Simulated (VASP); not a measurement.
# Be₂C (strained antifluorite): one HSE06 single-point calculation in two programs

```
C Be
1.0
     0.00000    2.09610    2.09610
     2.09610    0.00000    2.09610
     2.09610    2.09610    0.00000
C Be
1 2
Cartesian
  0.0000 0.0000 0.0000
  1.0481 1.0481 1.0481
  3.1442 3.1442 3.1442
```

Each program uses its own PAW datasets. VASP's cell holds 8 valence electrons and Ansatz's 8. Ansatz's stress includes a Pulay correction; VASP's doesn't.

Cutoffs: 520 eV in VASP, 420 eV in Ansatz. k meshes: 8×8×8 and 8×8×8.

|  | VASP | Ansatz |
| --- | --- | --- |
| gap between bands v and c | 1.96 eV | 1.97 eV |
| least direct gap | 5.32 eV | 5.34 eV |
| pressure | 20.0 GPa | 19.7 GPa |

Band v is the last that the valence electrons fill when counted band by band, and c is the next. Levels in eV from the top of v, Ansatz:

```csv
point,v−1,v,c,c+1
Γ,0.00,0.00,5.34,5.34
X,-5.63,-5.63,1.97,7.49
K,-7.37,-4.75,4.45,10.30
L,-2.18,-2.18,6.25,6.25
W,-6.94,-6.94,7.06,10.27
```

VASP:

```tsv
point	v−1	v	c	c+1
Γ	0.00	0.00	5.32	5.32
X	-5.64	-5.64	1.96	7.48
K	-7.38	-4.76	4.44	10.30
L	-2.19	-2.19	6.23	6.23
W	-6.95	-6.95	7.06	10.26
```
